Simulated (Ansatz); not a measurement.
The elements of this relaxed trial crystal are hidden behind letters.

```
lattice vectors (Å)
   0.0000    3.1745    5.7424
   1.6502    0.0000    5.7424
   1.6502    3.1745    0.0000
fractional positions
X 0.1835 0.1835 0.8165
X 0.4335 0.4335 0.0665
Z 0.8165 0.8165 0.1835
Z 0.0665 0.0665 0.4335
```

All numbers below come from Ansatz 0.2.0, DFT PBE, scalar-relativistic, plane waves, PAW. Cutoff 420 eV, Γ-centred 8×8×8 mesh (4-atom cell), Gaussian smearing of 0.02 eV, no spin polarisation.

```
Space group                              : Fdd2 (No. 43)
Conventional cell                        : a = 3.300 Å, b = 6.349 Å, c = 11.485 Å
Volume per atom                          : 15.04 Å³
Density                                  : 2.32 g/cm³
Energy over the elements                 : −2.619 eV/atom
Gap on the 8×8×8 mesh of the 4-atom cell : 5.38 eV
```

Energies are uncorrected and count from the elements' standard states at the same level.

**Question.** X is an s-block element of period 3 and Z is a p-block element of period 2. Which elements are they?

**Answer.** X = Na, Z = F, so the formula is NaF. Density times volume gives a mean mass of 2.32 × 15.04/1.6605 = 21.0 u per atom, and this set has 21.0 u. Among the elements that the hints allow, noble gases aside, only these give it. Na is surrounded by 4 F at 2.24–2.25 Å; F is surrounded by 4 Na at 2.24–2.25 Å.

Kohn–Sham gaps at this level usually fall short of measured ones. A later test with randomly moved atoms led to a structure 92 meV/atom lower, so this end is a saddle point or a shallow minimum.
